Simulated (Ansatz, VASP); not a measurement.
C: VASP beside Ansatz

```
CELL_PARAMETERS angstrom
0.00000 1.78337 1.78337
1.78337 0.00000 1.78337
1.78337 1.78337 0.00000
ATOMIC_POSITIONS crystal
C 0.75000 0.75000 0.75000
C 0.50000 0.50000 0.50000
```

This isn't the form of C at room conditions, which is graphite.

Alike in both runs: task relaxation of cell and atoms; functional PBE; k mesh 13 × 13 × 13; occupations fermi-dirac, width 0.05 eV; no spin polarisation.

```csv
,VASP,Ansatz
version,VASP 6.6.1,Ansatz 0.2.0
potentials or method,"VASP PAW PBE potentials, release 64 (C_h)",Ansatz PAW
plane-wave cutoff (eV),980,420
valence electrons in the cell,8,8
```

```csv
,VASP,Ansatz,Ansatz less VASP
"gap on the k mesh at the Fermi level, each at its own relaxed structure (eV)",4.14,4.14,-0.001
relaxed volume (Å³/atom),5.69,5.69,+0.001
relaxed cell length with the largest relative difference (Å),2.525,2.525,+0.0001
```

Caveats: an odd mesh through Γ misses points on the zone boundary, where band edges often lie (VASP); odd divisions of the mesh miss points on the zone boundary, where band edges often lie, so the gap on the mesh can be too wide (Ansatz); the plane-wave basis is chosen anew once the cell has moved, so the energies of steps on either side of that aren't comparable (Ansatz); the pressure holds a Pulay correction of +1.0 GPa for the finite cutoff (Ansatz). Zero-point motion and thermal expansion aren't in these numbers.
